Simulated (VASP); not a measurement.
# MgO (Periclase) (Fm-3m) in VASP: further runs

Runs on MgO (Periclase). Level: PBE+D3(BJ). Tasks: relaxation of the atoms.

All numbers are computed with VASP 6.6.1; they aren't measurements. Logs are shortened: lines on timing, memory, paths and dates and some standing lists are left out, and cuts for length are marked.

**What was measured.**

From “Electronic structure of alkaline earth and post-transition metal oxides”, 2009, arxiv:0908.1581, for a bulk crystal of MgO: band gap 7.83 eV.

How close the calculation comes is told below.

## (1) The structure

It takes space group Fm-3m (No. 225, cubic). Conventional cell: a = 4.199 Å, b = 4.199 Å, c = 4.199 Å, α = 90.00°, β = 90.00°, γ = 90.00°. Mg (site symmetry m-3m) has 6 O at 2.10 Å as nearest neighbours. Around O (site symmetry m-3m) lie 6 Mg at 2.10 Å.

## (2) Relaxation of the atoms, PBE+D3(BJ) (a relaxed cell with its volume scaled by 0.96)

INCAR reads:

```
PREC = Accurate
ENCUT = 600
EDIFF = 1E-7
ISMEAR = 0
SIGMA = 0.03
LREAL = F
LASPH = T
NELM = 80
ALGO = Normal
ISIF = 2
LWAVE = F
LCHARG = F
GGA = PE
IVDW = 12
IBRION = 2
NSW = 40
EDIFFG = -0.01
```

KPOINTS reads:

```
Automatic mesh
0
Gamma
  12 12 12
```

POSCAR reads:

```
MgO                                     
1.0
    0.0000000000      2.0711883400      2.0711883400
    2.0711883400      0.0000000000      2.0711883400
    2.0711883400      2.0711883400      0.0000000000
  Mg              O             
     1     1
Direct
     0.0000000000000000    0.0000000000000000    0.0000000000000000
     0.5000000000000000    0.5000000000000000    0.5000000000000000
```

Potentials or basis: VASP PAW PBE potentials, release 64 (Mg, O).

Command:

```sh
$ cat potpaw_PBE.64/Mg/POTCAR potpaw_PBE.64/O/POTCAR > POTCAR
$ mpirun -np 1 vasp_std > vasp.out
```

OUTCAR:

```text
PREC = Accurate
   ENCUT = 600
   EDIFF = 1E-7
   ISMEAR = 0
   LREAL = F
   LASPH = T
   NELM = 80
   ISIF = 2
   GGA = PE
   IVDW = 12
   IBRION = 2
   NSW = 40
   EDIFFG = -0.01
 IVDW          = 12

 ion  position               nearest neighbor table
   1  0.000  0.000  0.000-   2 2.07   2 2.07   2 2.07   2 2.07   2 2.07   2 2.07
   2  0.500  0.500  0.500-   1 2.07   1 2.07   1 2.07   1 2.07   1 2.07   1 2.07

  LATTYP: Found a face centered cubic cell.
 ALAT       =     4.1423766800

  Lattice vectors:

 A1 = (   0.0000000000,   2.0711883400,   2.0711883400)
 A2 = (   2.0711883400,   0.0000000000,   2.0711883400)
 A3 = (   2.0711883400,   2.0711883400,   0.0000000000)

Analysis of symmetry for initial positions (statically):
=====================================================================
 Subroutine PRICEL returns:
 Original cell was already a primitive cell.

 Routine SETGRP: Setting up the symmetry group for a
 face centered cubic supercell.

 Subroutine GETGRP returns: Found 48 space group operations
 (whereof 48 operations were pure point group operations)
 out of a pool of 48 trial point group operations.

The static configuration has the point symmetry O_h .

Analysis of symmetry for dynamics (positions and initial velocities):
=====================================================================
 Subroutine PRICEL returns:
 Original cell was already a primitive cell.

 Routine SETGRP: Setting up the symmetry group for a
 face centered cubic supercell.

 Subroutine GETGRP returns: Found 48 space group operations
 (whereof 48 operations were pure point group operations)
 out of a pool of 48 trial point group operations.

The dynamic configuration has the point symmetry O_h .

 Subroutine INISYM returns: Found 48 space group operations
 (whereof 48 operations are pure point group operations),
 and found     1 'primitive' translations

----------------------------------------------------------------------------------------

                                     Primitive cell

  volume of cell :      17.7701

  direct lattice vectors                    reciprocal lattice vectors
     0.000000000  2.071188340  2.071188340    -0.241407307  0.241407307  0.241407307
     2.071188340  0.000000000  2.071188340     0.241407307 -0.241407307  0.241407307
     2.071188340  2.071188340  0.000000000     0.241407307  0.241407307 -0.241407307

  length of vectors
     2.929102641  2.929102641  2.929102641     0.418129722  0.418129722  0.418129722

  position of ions in fractional coordinates (direct lattice)
     0.000000000  0.000000000  0.000000000
     0.500000000  0.500000000  0.500000000

  ion indices of the primitive-cell ions
   primitive index   ion index
                 1           1
                 2           2

----------------------------------------------------------------------------------------

 KPOINTS: Automatic mesh

Automatic generation of k-mesh.
 Grid dimensions read from file:
 generate k-points for:   12   12   12

 Generating k-lattice:

  Cartesian coordinates                     Fractional coordinates (reciprocal lattice)
    -0.020117276  0.020117276  0.020117276     0.083333333  0.000000000  0.000000000
     0.020117276 -0.020117276  0.020117276     0.000000000  0.083333333  0.000000000
     0.020117276  0.020117276 -0.020117276     0.000000000  0.000000000  0.083333333

  Length of vectors
     0.034844143  0.034844143  0.034844143

  Shift w.r.t. Gamma in fractional coordinates (k-lattice)
     0.000000000  0.000000000  0.000000000

 Subroutine IBZKPT returns following result:
 ===========================================

 Found     72 irreducible k-points:

 Following reciprocal coordinates:
            Coordinates               Weight
  0.000000  0.000000  0.000000      1.000000
  0.083333  0.000000  0.000000      8.000000
  0.166667  0.000000  0.000000      8.000000
  0.250000  0.000000  0.000000      8.000000
  0.333333  0.000000  0.000000      8.000000
  0.416667  0.000000  0.000000      8.000000
[... 16 lines left out ...]
  0.500000  0.166667  0.000000     24.000000
 -0.416667  0.166667  0.000000     24.000000
 [... further k-points ...]
   k-points           NKPTS =     72   k-points in BZ     NKDIM =     72   number of bands    NBANDS=      8
   number of dos      NEDOS =    301   number of ions     NIONS =      2
   total plane-waves  NPLWV =  13824
   dimension x,y,z NGX =    24 NGY =   24 NGZ =   24
   dimension x,y,z NGXF=    48 NGYF=   48 NGZF=   48
   ions per type =               1   1
   NGX,Y,Z   is equivalent  to a cutoff of  13.62, 13.62, 13.62 a.u.
   NGXF,Y,Z  is equivalent  to a cutoff of  27.24, 27.24, 27.24 a.u.
 SYSTEM =  unknown system
   PREC   = accura    normal or accurate (medium, high low for compatibility)
   ISTART =      0    job   : 0-new  1-cont  2-samecut
   ICHARG =      2    charge: 1-file 2-atom 10-const
   ISPIN  =      1    spin polarized calculation?
   LNONCOLLINEAR =      F non collinear calculations
   LSORBIT =      F    spin-orbit coupling
   LASPH  =      T    aspherical Exc in radial PAW
   ENCUT  =  600.0 eV  44.10 Ry    6.64 a.u.   5.85  5.85  5.85*2*pi/ulx,y,z
   NELM   =     80;   NELMIN=  2; NELMDL= -5     # of ELM steps
   EDIFF  = 0.1E-06   stopping-criterion for ELM
   LREAL  =      F    real-space projection
   EDIFFG = -.1E-01   stopping-criterion for IOM
   NSW    =     40    number of steps for IOM
   IBRION =      2    ionic relax: 0-MD 1-quasi-New 2-CG
   NFREE  =      1    steps in history (QN), initial steepest desc. (CG)
   ISIF   =      2    stress and relaxation
   ISYM   =      2    0-nonsym 1-usesym 2-fastsym
   POTIM  = 0.5000    time-step for ionic-motion
   TEBEG  =    0.0;   TEEND  =   0.0 temperature during run
   PSTRESS=    0.0 pullay stress
   NELECT =       8.0000    total number of electrons
   NUPDOWN=      -1.0000    fix difference up-down
   EMIN   =  10.00;   EMAX   =-10.00  energy-range for DOS
   EFERMI =   0.00;   METHOD = LEGACY
   ISMEAR =     0;   SIGMA  =   0.03  broadening in eV -4-tet -1-fermi 0-gaus
   EFERMI_NEDOS =   21; number of points for ismear=-14 and -15
   IALGO  =     38    algorithm
   IMIX   =      4    mixing-type and parameters
     AMIX     =   0.40;   BMIX     =  1.00
     AMIX_MAG =   1.60;   BMIX_MAG =  1.00
  volume/ion in A,a.u.               =       8.89        59.96
  Fermi-wavevector in a.u.,A,eV,Ry     =   1.254706  2.371050 21.419470  1.574287
  Thomas-Fermi vector in A             =   2.388498
   LORBIT       =      0    0 simple, 1 ext, 2 COOP (PROOUT), +10 PAW based schemes
   GGA     = PE    functional components
   LHFCALC =     F    Hartree Fock is set to
   AEXX    =    0.0000 exact exchange contribution
   IVDW    =    12    specifies the selected vdW correction
   LEPSILON=     F    determine dielectric tensor
   LRPA    =     F    only Hartree local field effects (RPA)
 conjugate gradient relaxation of ions
 non-spin polarized calculation
 Gauss-broadening in eV      SIGMA  =   0.03
  energy-cutoff  :      600.00
  volume of cell :       17.77
 maximum number of plane-waves:       609
   NGX = 11   NGY = 11   NGZ = 11

 number of electron       7.9999999 magnetization

 Free energy of the ion-electron system (eV)
  ---------------------------------------------------
  ext. energy  EPLUGINS =         0.00000000
  ---------------------------------------------------
  free energy    TOTEN  =       -11.86005479 eV

  energy without entropy =      -11.86005479  energy(sigma->0) =      -11.86005479

 E-fermi :   3.7436     XC(G=0): -11.3180

 val. band max:        3.5708487217   @ k =   0.0000   0.0000   0.0000
 cond. band min:       8.8015626370   @ k =   0.0000   0.0000   0.0000
 fundamental gap:      5.2307139153
 Fermi energy:         3.7436124057

 k-point     1 :       0.0000    0.0000    0.0000
  band No.  band energies     occupation
      1     -13.9561      2.00000
      2       3.5708      2.00000
      3       3.5708      2.00000
      4       3.5708      2.00000
      5       8.8016      0.00000
      6      19.6561      0.00000
      7      19.6561      0.00000
      8      19.6561      0.00000

 k-point     2 :       0.0833    0.0000    0.0000
  band No.  band energies     occupation
      1     -13.8756      2.00000
      2       3.0946      2.00000
      3       3.5192      2.00000
      4       3.5192      2.00000
      5       9.2523      0.00000
      6      18.6851      0.00000
      7      19.8398      0.00000
      8      19.8398      0.00000

 k-point     3 :       0.1667    0.0000    0.0000
  band No.  band energies     occupation
      1     -13.6478      2.00000
      2       2.0227      2.00000
      3       3.3810      2.00000
      4       3.3810      2.00000
      5      10.2155      0.00000
      6      17.3137      0.00000
      7      20.2846      0.00000
      8      20.2846      0.00000

 k-point     4 :       0.2500    0.0000    0.0000
  band No.  band energies     occupation
      1     -13.3140      2.00000
      2       0.8164      2.00000
      3       3.1997      2.00000
      4       3.1997      2.00000
      5      11.1300      0.00000
      6      16.4708      0.00000
      7      20.6419      0.00000
      8      20.6419      0.00000

 k-point     5 :       0.3333    0.0000    0.0000
  band No.  band energies     occupation
      1     -12.9485      2.00000
      2      -0.2559      2.00000
      3       3.0262      2.00000
      4       3.0262      2.00000
      5      11.6443      0.00000
      6      16.3266      0.00000
      7      20.6338      0.00000
      8      20.6338      0.00000
[... 177 lines left out ...]
 k-point    22 :       0.4167    0.1667    0.0000
  band No.  band energies     occupation
      1     -12.6909      2.00000
      2      -0.3589      2.00000
      3       2.3132      2.00000
      4       2.6983      2.00000
      5      12.7900      0.00000
      6      15.6890      0.00000
      7      18.7382      0.00000
      8      21.2631      0.00000

 k-point    23 :       0.5000    0.1667    0.0000
  band No.  band energies     occupation
      1     -12.4817      2.00000
      2      -0.7986      2.00000
      3       2.0400      2.00000
      4       2.6691      2.00000
      5      12.9183      0.00000
      6      16.2673      0.00000
      7      18.3570      0.00000
      8      21.1382      0.00000

 k-point    24 :      -0.4167    0.1667    0.0000
  band No.  band energies     occupation
      1     -12.4491      2.00000
      2      -0.8485      2.00000
      3       1.8963      2.00000
      4       2.7275      2.00000
      5      12.9766      0.00000
      6      16.4428      0.00000
      7      18.3131      0.00000
      8      21.0981      0.00000

 [... further k-points ...]

------------------------ aborting loop because EDIFF is reached ----------------------------------------

 Edisp (eV)   -0.61728

 E8    (eV) :    -0.2418

  FORCE on cell =-STRESS in cart. coord.  units (eV):
  Direction    XX          YY          ZZ          XY          YZ          ZX
  --------------------------------------------------------------------------------------
  -------------------------------------------------------------------------------------
  Total       0.80277     0.80277     0.80277    -0.00000     0.00000     0.00000
  in kB      72.37895    72.37895    72.37895    -0.00000     0.00000     0.00000
  external pressure =       72.38 kB  Pullay stress =        0.00 kB

 VOLUME and BASIS-vectors are now :
 -----------------------------------------------------------------------------
  energy-cutoff  :      600.00
  volume of cell :       17.77
      direct lattice vectors                 reciprocal lattice vectors
     0.000000000  2.071188340  2.071188340    -0.241407307  0.241407307  0.241407307
     2.071188340  0.000000000  2.071188340     0.241407307 -0.241407307  0.241407307
     2.071188340  2.071188340  0.000000000     0.241407307  0.241407307 -0.241407307

 POSITION                                       TOTAL-FORCE (eV/Angst)
 -----------------------------------------------------------------------------------
      0.00000      0.00000      0.00000        -0.000000     -0.000000     -0.000000
      2.07119      2.07119      2.07119         0.000000      0.000000      0.000000
 -----------------------------------------------------------------------------------
    total drift:                               -0.000000     -0.000000      0.000000

  FREE ENERGIE OF THE ION-ELECTRON SYSTEM (eV)
  ---------------------------------------------------
  free  energy   TOTEN  =       -12.4773317037 eV

  energy  without entropy=      -12.4773317037  energy(sigma->0) =      -12.47733170

 reached required accuracy - stopping structural energy minimisation
```

Wall time 6.6 s (1 thread of AMD EPYC 9R45 (Zen 5), shared host); peak memory 0.13 GiB.

Results:

```yaml
Free_energy: -12.4773 eV
Pressure_after_relaxing: 7.2 GPa
Band_gap_on_the_k_mesh: 5.23 eV, direct
Dispersion_energy_per_atom: -0.309 eV
```

Final structure:
```cif
data_structure
_symmetry_space_group_name_H-M 'P 1'
_symmetry_Int_Tables_number 1
_cell_length_a 2.9291
_cell_length_b 2.9291
_cell_length_c 2.9291
_cell_angle_alpha 60.000
_cell_angle_beta 60.000
_cell_angle_gamma 60.000
_cell_volume 17.77
loop_
_atom_site_label
_atom_site_type_symbol
_atom_site_fract_x
_atom_site_fract_y
_atom_site_fract_z
_atom_site_occupancy
Mg1 Mg 0.00000 0.00000 0.00000 1
O1 O 0.50000 0.50000 0.50000 1
```

Caveat: the relaxation stopped at its first step, so nothing moved. A k mesh can miss the band edges.

(Part 1 of 2 ends here.)
